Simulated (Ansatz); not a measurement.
Runs of Ansatz 0.2.0 on Mo. It takes space group Im-3m (No. 229, cubic). Conventional cell: a = 3.168 Å, b = 3.168 Å, c = 3.168 Å, α = 90.00°, β = 90.00°, γ = 90.00°. Mo (site symmetry m-3m) has 8 Mo at 2.74 Å as nearest neighbours. 

| task | level | potentials or basis | cell | k mesh | cutoff (eV) | smearing | points for each segment of the path | mesh quality | gap on the mesh (eV) | pressure (GPa) | relaxed volume (Å³/atom) |
| --- | --- | --- | --- | --- | --- | --- | --- | --- | --- | --- | --- |
| relaxation of cell and atoms | RPBE+D4 | Ansatz PAW | relaxed | 12 × 12 × 12 | 420 | fermi-dirac 0.05 eV | - | not flagged | - | 0.0 | 15.35 |
| band structure | BPBE | Ansatz PAW | as given | 12 × 12 × 12 | 420 | fermi-dirac 0.05 eV | 14 | not flagged | none | -2.1 | - |
| relaxation of cell and atoms | HSEsol | Ansatz PAW | relaxed | 6 × 6 × 6 | 420 | fermi-dirac 0.05 eV | - | coarse | none | - | (a) |
| single point | r2SCAN0+D3(BJ)+ATM | Ansatz NC | as given | 9 × 9 × 9 | 1088 | fermi-dirac 0.025 eV | - | not flagged | none | - | - |

Alike in all rows: no spin polarisation.

Q: Estimate the missing entries.

A: (a) 15.08.

Caveats: some runs use coarse meshes; the potentials were made for another functional, which shifts forces and pressure (some runs); the PAW data sets come from PBE, with cores solved anew for the run's functional, which leaves a small shift of forces and pressure (some runs); the plane-wave basis is chosen anew once the cell has moved, so the energies of steps on either side of that aren't comparable (some runs); pairwise dispersion overbinds metals, which lowers pressure and volume (some runs).

A k mesh can miss the band edges, and the runs leave out spin-orbit coupling on Mo.

A gap of «none» marks a metal or a gap under the smearing width.

Not every run made on this cell is shown here.
